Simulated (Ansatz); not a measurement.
# BaS: the cost of one run

Computed with Ansatz 0.2.0 (DFT PBEsol, all-electron LAPW, scalar-relativistic unless said, unless a step's input says otherwise).

## Step 1: The structure to begin with

Symmetry: Fm-3m, No. 225, cubic system. The conventional cell has a = 6.333 Å, b = 6.333 Å, c = 6.333 Å, α = 90.00°, β = 90.00°, γ = 90.00°. Ba (site symmetry m-3m) is surrounded by 6 S at 3.17 Å. S (site symmetry m-3m) is surrounded by 6 Ba at 3.17 Å.

Coordinates:

```
Ba S
1.0
     3.16630    3.16630    0.00000
    -3.16630    3.16630    0.00000
     0.00000    3.16630    3.16630
Ba S
1 1
Direct
  0.00000 0.00000 0.00000
  0.50000 0.50000 0.00000
```

Cartesian axes are those of the input's lattice vectors. The structure goes back to a database entry.

## Step 2: Reference run, fine mesh, LAPW

Input file input.yaml:

```yaml
crystal:
  lattice:
    - [3.16629653324, 3.16629653324, 0.0]
    - [-3.16629653324, 3.16629653324, 0.0]
    - [0.0, 3.16629653324, 3.16629653324]
  atoms:
    - { symbol: Ba, position: [0.0, 0.0, 0.0] }
    - { symbol: S, position: [0.5, 0.5, 0.0] }
kpoints:
  mp_grid: { grid: [6, 6, 6] }
scf:
  occupations: { method: fixed }
hamiltonian:
  xc: pbesol
  pseudopotentials: { kind: all_electron, lapw: { basis_error: 0.001 } }
magnetization:
  noncollinear: true
  spin_orbit: true
output:
  forces: true
  stress: true
  eigenvalues: true
  eigenstates:
    nscf_kmesh: { grid: [10, 10, 10] }
    de_dk: true
    e_range: [-9, 12.03837799899]
checkpoint:
  write: ck
  write_wavefunctions: false
```

The run is started by

```sh
$ ansatz run input.yaml --threads 1 --pin off --max-ram 3072MiB --backend cpu --events-out ev --progress --plain --runs-dir out
```

Q: Estimate wall time and peak memory on 1 thread of Intel Xeon 6975P-C (Granite Rapids), shared host.

About 28 s, with a peak of 0.4 GiB.
